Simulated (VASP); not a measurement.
# Re: relaxation of cell and atoms with PBE

Re:

```
CELL_PARAMETERS angstrom
2.76080 0.00000 0.00000
-1.38040 2.39092 0.00000
0.00000 0.00000 4.45820
ATOMIC_POSITIONS crystal
Re 0.33333 0.66667 0.25000
Re 0.66667 0.33333 0.75000
```

```yaml
Program: VASP 6.6.1
Task: relaxation of cell and atoms
Functional: PBE
Potentials_or_basis: VASP PAW PBE potentials, release 64 (Re)
Cutoff: 300 eV
k_mesh: 8 × 8 × 4
Occupations: methfessel-paxton, width 0.1 eV
Spin: no spin polarisation
Further_INCAR_settings: ALGO = Normal; EDIFF = 1e-06; IBRION = 2; EDIFFG = -0.01; NSW = 90; ISIF = 3
```

```json
{
  "Relaxed volume": "14.87 Å³/atom",
  "Relaxed cell": "a = 2.764 Å, b = 2.764 Å, c = 4.495 Å, α = 90.00°, β = 90.00°, γ = 120.00°",
  "Space group after relaxing (to 0.05 Å)": "P6_3/mmc (No. 194)",
  "Energy gained by relaxing": "3.0 meV/atom",
  "Ionic steps": "10",
  "Pressure after relaxing": "0.0 GPa",
  "Band gap on the k mesh": "none (metal or under the smearing width)"
}
```

Step by step:
```csv
step,energy change (eV),largest force (eV/Å),pressure (GPa),volume (Å³)
1,0.0000,0.0000,4.22,29.43
2,0.0646,0.0000,-15.16,31.11
3,-0.0056,0.0000,-0.55,29.79
4,-0.0056,0.0000,-0.48,29.78
5,-0.0056,0.0000,-0.36,29.77
6,-0.0053,0.0000,0.83,29.69
7,-0.0060,0.0000,0.16,29.74
8,-0.0060,0.0000,0.16,29.74
9,-0.0059,0.0000,-0.38,29.78
10,-0.0060,0.0000,0.01,29.75
```

Final structure:
```xyz
2
Lattice="2.7642 0.0000 0.0000 -1.3821 2.3939 0.0000 0.0000 0.0000 4.4954" Properties=species:S:1:pos:R:3 pbc="T T T"
Re    0.0000    1.5959    1.1239
Re    1.3821    0.7980    3.3716
```

Levels at points of the mesh, in eV from the Fermi level:
```csv
k point,band 4,band 5,band 6,band 7,band 8,band 9,band 10,band 11
"(0.00, 0.00, 0.00)",-1.47,-1.47,-0.67,-0.67,0.30,0.30,0.59,3.37
"(0.50, 0.00, 0.00)",-1.78,-1.63,-1.35,-0.58,4.02,4.30,4.52,6.03
"(0.00, 0.00, 0.50)",-2.33,-1.58,-1.58,-1.58,-1.58,2.56,2.56,2.56
"(0.50, 0.00, 0.50)",-3.99,0.48,0.48,0.98,0.98,4.31,4.31,4.75
```

Wall time 14 s on 1 thread of Intel(R) Xeon(R) 6975P-C (Granite Rapids) (shared host), peak memory 0.12 GiB.

The run has no spin-orbit coupling, so splittings on Re are missing. PBE usually gives volumes a little too large and moduli too small.
